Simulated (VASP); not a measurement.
# Sb in VASP: notebook

One slab, Sb, is run at these levels: rev-vdW-DF2; tasks: single point, relaxation of the atoms.

Program: VASP 6.6.1. These are calculated values, not measurements. Logs are shortened: lines on timing, memory, paths and dates and some standing lists are left out, and cuts for length are marked.

### 1 Starting point

The cell holds a slab with vacuum, 8 atoms: a = 4.363 Å, b = 4.363 Å, c = 27.856 Å, α = 90.00°, β = 90.00°, γ = 120.00°.

The slab is cut from a database's or a generator's crystal, which needn't be the stable form of the element.

### 2 Single point, rev-vdW-DF2

The input, INCAR:

```
AGGAC = 0.0
ALGO = Fast
DIPOL = 0.5 0.5 0.500
EDIFF = 1E-6
ENCUT = 520
GGA = MK
ICORELEVEL = 1
IDIPOL = 3
ISIF = 2
ISMEAR = 1
KPAR = 2
LASPH = T
LCHARG = F
LDIPOL = T
LREAL = F
LUSE_VDW = T
LVACPOTAV = T
LVHAR = T
LWAVE = F
NELM = 80
PARAM1 = 0.1234
PARAM2 = 0.711357
PREC = Accurate
SIGMA = 0.1
ZAB_VDW = -1.8867
```

The input, KPOINTS:

```
k-points
0
Gamma
  9 9 1
```

The input, POSCAR:

```
Sb
1.0
    4.3625490300      0.0000000000      0.0000000000
   -2.1812754900      3.7780788400      0.0000000000
    0.0000000000      0.0000000000     27.8563554900
Sb
8
Direct
    0.3333334500      0.6666667200      0.2692383800
    0.6666668200      0.3333334100      0.3245836500
    0.0000002000      0.0000001000      0.4046310400
    0.3333335700      0.6666667900      0.4599763100
    0.6666669600      0.3333334800      0.5400236900
    0.0000003300      0.0000001600      0.5953689600
    0.3333337100      0.6666668600      0.6754163500
    0.6666670800      0.3333335400      0.7307616200
```

Potentials or basis: VASP PAW PBE potentials, release 64 (Sb).

Command:

```sh
cat potpaw_PBE.64/Sb/POTCAR > POTCAR
mpirun -np 2 vasp_std > vasp.out
```

OUTCAR:

```text
EDIFF = 1E-6
   ENCUT = 520
   GGA = MK
   ISIF = 2
   ISMEAR = 1
   LASPH = T
   LREAL = F
   NELM = 80
   PREC = Accurate

 ion  position               nearest neighbor table
   1  0.333  0.667  0.269-   2 2.95   2 2.95   2 2.95
   2  0.667  0.333  0.325-   1 2.95   1 2.95   1 2.95   3 3.36   3 3.36   3 3.36
   3  0.000  0.000  0.405-   4 2.95   4 2.95   4 2.95   2 3.36   2 3.36   2 3.36
   4  0.333  0.667  0.460-   3 2.95   3 2.95   3 2.95   5 3.36   5 3.36   5 3.36
   5  0.667  0.333  0.540-   6 2.95   6 2.95   6 2.95   4 3.36   4 3.36   4 3.36
   6  0.000  0.000  0.595-   5 2.95   5 2.95   5 2.95   7 3.36   7 3.36   7 3.36
   7  0.333  0.667  0.675-   8 2.95   8 2.95   8 2.95   6 3.36   6 3.36   6 3.36
   8  0.667  0.333  0.731-   7 2.95   7 2.95   7 2.95

  LATTYP: Found a hexagonal cell.
 ALAT       =     4.3625490300
 C/A-ratio  =     6.3853392359

  Lattice vectors:

 A1 = (   4.3625490300,   0.0000000000,   0.0000000000)
 A2 = (  -2.1812754900,   3.7780788400,   0.0000000000)
 A3 = (   0.0000000000,   0.0000000000,  27.8563554900)

Analysis of symmetry for initial positions (statically):
=====================================================================
 Subroutine PRICEL returns:
 Original cell was already a primitive cell.

 Routine SETGRP: Setting up the symmetry group for a
 hexagonal supercell.

 Subroutine GETGRP returns: Found 12 space group operations
 (whereof 12 operations were pure point group operations)
 out of a pool of 24 trial point group operations.

The static configuration has the point symmetry D_3d.

Analysis of symmetry for dynamics (positions and initial velocities):
=====================================================================
 Subroutine PRICEL returns:
 Original cell was already a primitive cell.

 Routine SETGRP: Setting up the symmetry group for a
 hexagonal supercell.

 Subroutine GETGRP returns: Found 12 space group operations
 (whereof 12 operations were pure point group operations)
 out of a pool of 24 trial point group operations.

The dynamic configuration has the point symmetry D_3d.

 Subroutine INISYM returns: Found 12 space group operations
 (whereof 12 operations are pure point group operations),
 and found     1 'primitive' translations

----------------------------------------------------------------------------------------

                                     Primitive cell

  volume of cell :     459.1300

  direct lattice vectors                    reciprocal lattice vectors
     4.362549030  0.000000000  0.000000000     0.229223785  0.132342454  0.000000000
    -2.181275490  3.778078840  0.000000000     0.000000000  0.264684789  0.000000000
     0.000000000  0.000000000 27.856355490     0.000000000  0.000000000  0.035898451

  length of vectors
     4.362549030  4.362549998 27.856355490     0.264684848  0.264684789  0.035898451

  position of ions in fractional coordinates (direct lattice)
     0.333333450  0.666666720  0.269238380
     0.666666820  0.333333410  0.324583650
     0.000000200  0.000000100  0.404631040
     0.333333570  0.666666790  0.459976310
     0.666666960  0.333333480  0.540023690
     0.000000330  0.000000160  0.595368960
     0.333333710  0.666666860  0.675416350
     0.666667080  0.333333540  0.730761620

  ion indices of the primitive-cell ions
   primitive index   ion index
                 1           1
                 2           2
                 3           3
                 4           4
                 5           5
                 6           6
                 7           7
                 8           8

----------------------------------------------------------------------------------------

 KPOINTS: k-points

Automatic generation of k-mesh.
 Grid dimensions read from file:
 generate k-points for:    9    9    1

 Generating k-lattice:

  Cartesian coordinates                     Fractional coordinates (reciprocal lattice)
     0.025469309  0.014704717  0.000000000     0.111111111  0.000000000  0.000000000
     0.000000000  0.029409421  0.000000000     0.000000000  0.111111111  0.000000000
     0.000000000  0.000000000  0.035898451     0.000000000  0.000000000  1.000000000

  Length of vectors
     0.029409428  0.029409421  0.035898451

  Shift w.r.t. Gamma in fractional coordinates (k-lattice)
     0.000000000  0.000000000  0.000000000

 Subroutine IBZKPT returns following result:
 ===========================================

 Found     12 irreducible k-points:

 Following reciprocal coordinates:
            Coordinates               Weight
  0.000000  0.000000  0.000000      1.000000
  0.111111  0.000000  0.000000      6.000000
  0.222222  0.000000  0.000000      6.000000
  0.333333  0.000000  0.000000      6.000000
  0.444444  0.000000  0.000000      6.000000
  0.111111  0.111111  0.000000      6.000000
  0.222222  0.111111  0.000000     12.000000
  0.333333  0.111111  0.000000     12.000000
  0.444444  0.111111  0.000000      6.000000
  0.222222  0.222222  0.000000      6.000000
  0.333333  0.222222  0.000000     12.000000
  0.333333  0.333333  0.000000      2.000000
   k-points           NKPTS =     12   k-points in BZ     NKDIM =     12   number of bands    NBANDS=     25
   number of dos      NEDOS =    301   number of ions     NIONS =      8
   total plane-waves  NPLWV = 215040
   dimension x,y,z NGX =    32 NGY =   32 NGZ =  210
   dimension x,y,z NGXF=    64 NGYF=   64 NGZF=  420
   ions per type =               8
   NGX,Y,Z   is equivalent  to a cutoff of  12.19, 12.19, 12.53 a.u.
   NGXF,Y,Z  is equivalent  to a cutoff of  24.39, 24.39, 25.07 a.u.
 SYSTEM =  unknown system
   PREC   = accura    normal or accurate (medium, high low for compatibility)
   ISTART =      0    job   : 0-new  1-cont  2-samecut
   ICHARG =      2    charge: 1-file 2-atom 10-const
   ISPIN  =      1    spin polarized calculation?
   LNONCOLLINEAR =      F non collinear calculations
   LSORBIT =      F    spin-orbit coupling
   LASPH  =      T    aspherical Exc in radial PAW
   ENCUT  =  520.0 eV  38.22 Ry    6.18 a.u.   8.11  8.11 51.79*2*pi/ulx,y,z
   NELM   =     80;   NELMIN=  2; NELMDL= -5     # of ELM steps
   EDIFF  = 0.1E-05   stopping-criterion for ELM
   LREAL  =      F    real-space projection
   EDIFFG = 0.1E-04   stopping-criterion for IOM
   NSW    =      0    number of steps for IOM
   IBRION =     -1    ionic relax: 0-MD 1-quasi-New 2-CG
   NFREE  =      0    steps in history (QN), initial steepest desc. (CG)
   ISIF   =      2    stress and relaxation
   ISYM   =      2    0-nonsym 1-usesym 2-fastsym
   POTIM  = 0.5000    time-step for ionic-motion
   TEBEG  =    0.0;   TEEND  =   0.0 temperature during run
   PSTRESS=    0.0 pullay stress
   NELECT =      40.0000    total number of electrons
   NUPDOWN=      -1.0000    fix difference up-down
   EMIN   =  10.00;   EMAX   =-10.00  energy-range for DOS
   EFERMI =   0.00;   METHOD = LEGACY
   ISMEAR =     1;   SIGMA  =   0.10  broadening in eV -4-tet -1-fermi 0-gaus
   EFERMI_NEDOS =   21; number of points for ismear=-14 and -15
   IALGO  =     68    algorithm
   IMIX   =      4    mixing-type and parameters
     AMIX     =   0.40;   BMIX     =  1.00
     AMIX_MAG =   1.60;   BMIX_MAG =  1.00
  volume/ion in A,a.u.               =      57.39       387.30
  Fermi-wavevector in a.u.,A,eV,Ry     =   0.725743  1.371456  7.166231  0.526703
  Thomas-Fermi vector in A             =   1.816542
   LORBIT       =      0    0 simple, 1 ext, 2 COOP (PROOUT), +10 PAW based schemes
   GGA     = MK    functional components
   LHFCALC =     F    Hartree Fock is set to
   AEXX    =    0.0000 exact exchange contribution
   IVDW_NL    =     1    kernel type
   BPARAM     = 6.3000
   IVDW    =     0    specifies the selected vdW correction
   LEPSILON=     F    determine dielectric tensor
   LRPA    =     F    only Hartree local field effects (RPA)
 non-spin polarized calculation
 RMM-DIIS sequential band-by-band and
 Methfessel and Paxton  Order N= 1 SIGMA  =   0.10
  energy-cutoff  :      520.00
  volume of cell :      459.13
 maximum number of plane-waves:     12395
   NGX = 17   NGY = 17   NGZ =103

 number of electron      40.0000001 magnetization

 dipolmoment           0.000000      0.000000     -0.000000 electrons x Angstroem

 Free energy of the ion-electron system (eV)
  ---------------------------------------------------
  ext. energy  EPLUGINS =         0.00000000
  ---------------------------------------------------
  free energy    TOTEN  =       -18.99925891 eV

  energy without entropy =      -18.99911054  energy(sigma->0) =      -18.99920945

 the core state eigenenergies are
   1-  1s -30291.6188  2s  -4603.5476  2p  -4131.6594  3s   -897.2406  3p   -743.4940
       3d   -509.0676  4s   -142.2564  4p    -95.2255  4d    -27.0157
   2-  1s -30291.7322  2s  -4603.6570  2p  -4131.7687  3s   -897.3613  3p   -743.6146
       3d   -509.1865  4s   -142.3967  4p    -95.3681  4d    -27.1637
   3-  1s -30291.6804  2s  -4603.6097  2p  -4131.7208  3s   -897.3181  3p   -743.5713
       3d   -509.1430  4s   -142.3609  4p    -95.3333  4d    -27.1325
   4-  1s -30291.6852  2s  -4603.6142  2p  -4131.7254  3s   -897.3223  3p   -743.5756
       3d   -509.1472  4s   -142.3646  4p    -95.3370  4d    -27.1359
   5-  1s -30291.6852  2s  -4603.6142  2p  -4131.7254  3s   -897.3223  3p   -743.5756
       3d   -509.1472  4s   -142.3646  4p    -95.3370  4d    -27.1359
   6-  1s -30291.6804  2s  -4603.6097  2p  -4131.7208  3s   -897.3181  3p   -743.5713
       3d   -509.1430  4s   -142.3609  4p    -95.3333  4d    -27.1325
   7-  1s -30291.7322  2s  -4603.6570  2p  -4131.7687  3s   -897.3613  3p   -743.6146
       3d   -509.1865  4s   -142.3967  4p    -95.3681  4d    -27.1637
   8-  1s -30291.6188  2s  -4603.5476  2p  -4131.6594  3s   -897.2406  3p   -743.4940
       3d   -509.0676  4s   -142.2564  4p    -95.2255  4d    -27.0157

 E-fermi :   1.6638     XC(G=0):  -5.8246

 val. band max:        1.6174024406   @ k =   0.1111   0.0000   0.0000
 cond. band min:       1.7526795372   @ k =   0.4444   0.0000   0.0000
 fundamental gap:      0.1352770966
 Fermi energy:         1.6637958070

 k-point     1 :       0.0000    0.0000    0.0000
  band No.  band energies     occupation
      1     -10.6652      2.00000
      2     -10.3214      2.00000
      3      -9.8307      2.00000
      4      -9.3896      2.00000
      5      -6.7958      2.00000
      6      -5.8143      2.00000
[... 17 lines left out ...]
     24       2.7448     -0.00000
     25       2.7885     -0.00000

 k-point     2 :       0.1111    0.0000    0.0000
  band No.  band energies     occupation
      1     -10.5472      2.00000
      2     -10.2064      2.00000
      3      -9.7210      2.00000
      4      -9.2863      2.00000
      5      -6.7526      2.00000
      6      -5.8262      2.00000
[... 17 lines left out ...]
     24       2.5726     -0.00000
     25       2.9002     -0.00000

 k-point     3 :       0.2222    0.0000    0.0000
  band No.  band energies     occupation
      1     -10.1973      2.00000
      2      -9.8672      2.00000
      3      -9.4010      2.00000
      4      -8.9907      2.00000
      5      -6.6905      2.00000
      6      -5.9614      2.00000
[... 216 lines left out ...]
 k-point    11 :       0.3333    0.2222    0.0000
  band No.  band energies     occupation
      1      -8.5781      2.00000
      2      -8.3662      2.00000
      3      -8.1234      2.00000
      4      -8.0161      2.00000
      5      -7.4471      2.00000
      6      -7.2014      2.00000
[... 17 lines left out ...]
     24       3.4219     -0.00000
     25       3.9848      0.00000

 k-point    12 :       0.3333    0.3333    0.0000
  band No.  band energies     occupation
      1      -7.8498      2.00000
      2      -7.8162      2.00000
      3      -7.8162      2.00000
      4      -7.7590      2.00000
      5      -7.7590      2.00000
      6      -7.7331      2.00000
[... 17 lines left out ...]
     24       3.6037     -0.00000
     25       4.0869      0.00000

------------------------ aborting loop because EDIFF is reached ----------------------------------------

  FORCE on cell =-STRESS in cart. coord.  units (eV):
  Direction    XX          YY          ZZ          XY          YZ          ZX
  --------------------------------------------------------------------------------------
  -------------------------------------------------------------------------------------
  Total       -2.2055738     -2.2055744      0.0887456      0.0000006      0.0000000     -0.0000000
  in kB       -7.6965578     -7.6965600      0.3096861      0.0000020      0.0000000     -0.0000000
  external PRESSURE =      -5.0278106 kB  Pullay stress =       0.0000000 kB

 VOLUME and BASIS-vectors are now :
 -----------------------------------------------------------------------------
  energy-cutoff  :      520.00
  volume of cell :      459.13
      direct lattice vectors                 reciprocal lattice vectors
     4.362549030  0.000000000  0.000000000     0.229223785  0.132342454  0.000000000
    -2.181275490  3.778078840  0.000000000     0.000000000  0.264684789  0.000000000
     0.000000000  0.000000000 27.856355490     0.000000000  0.000000000  0.035898451

 POSITION                                       TOTAL-FORCE (eV/Angst)
 -----------------------------------------------------------------------------------
     -0.00000      2.51872      7.50000         0.000000     -0.000000      0.001078
      2.18127      1.25936      9.04172         0.000000      0.000000     -0.048724
      0.00000      0.00000     11.27155        -0.000000     -0.000000      0.092196
      0.00000      2.51872     12.81326        -0.000000      0.000000     -0.061023
      2.18128      1.25936     15.04309         0.000000      0.000000      0.061023
      0.00000      0.00000     16.58481         0.000000      0.000000     -0.092196
      0.00000      2.51872     18.81464        -0.000000      0.000000      0.048724
      2.18128      1.25936     20.35636         0.000000      0.000000     -0.001078
 -----------------------------------------------------------------------------------
    total drift:                               -0.001194     -0.000689     -0.000000

  FREE ENERGIE OF THE ION-ELECTRON SYSTEM (eV)
  ---------------------------------------------------
  free  energy   TOTEN  =       -18.9992589067 eV

  energy  without entropy=      -18.9991105406  energy(sigma->0) =      -18.99920945

Total vdW correction in eV:      9.6983416

 vacuum level on the upper side and lower side of the slab         6.097         6.097
```

It took 6.7 min on 2 MPI ranks of Intel Xeon 6975P-C (Granite Rapids), shared host; peak memory 1.5 GiB.

Results:

```
Free energy                     : -18.9993 eV
Largest force                   : 0.092 eV/Å
Band gap on the k mesh          : none (metal or under the smearing width)
Work function of the upper face : 4.43 eV
Work function of the lower face : 4.43 eV
```

Forces on the atoms (eV/Å):
```
Sb   0.000  0.000  0.001
Sb   0.000  0.000 -0.049
Sb   0.000  0.000  0.092
Sb   0.000  0.000 -0.061
Sb   0.000  0.000  0.061
Sb   0.000  0.000 -0.092
Sb   0.000  0.000  0.049
Sb   0.000  0.000 -0.001
```

Core levels (eV, on the scale of the bands):
```
atom                                                                                               levels
1 Sb  1s -30291.6, 2s -4603.5, 2p -4131.7, 3s -897.2, 3p -743.5, 3d -509.1, 4s -142.3, 4p -95.2, 4d -27.0
2 Sb  1s -30291.7, 2s -4603.7, 2p -4131.8, 3s -897.4, 3p -743.6, 3d -509.2, 4s -142.4, 4p -95.4, 4d -27.2
3 Sb  1s -30291.7, 2s -4603.6, 2p -4131.7, 3s -897.3, 3p -743.6, 3d -509.1, 4s -142.4, 4p -95.3, 4d -27.1
4 Sb  1s -30291.7, 2s -4603.6, 2p -4131.7, 3s -897.3, 3p -743.6, 3d -509.1, 4s -142.4, 4p -95.3, 4d -27.1
5 Sb  1s -30291.7, 2s -4603.6, 2p -4131.7, 3s -897.3, 3p -743.6, 3d -509.1, 4s -142.4, 4p -95.3, 4d -27.1
6 Sb  1s -30291.7, 2s -4603.6, 2p -4131.7, 3s -897.3, 3p -743.6, 3d -509.1, 4s -142.4, 4p -95.3, 4d -27.1
```

Caveat: the PAW data sets were made with another functional, which shifts forces and pressure a little.

[end of part 1 of 2]
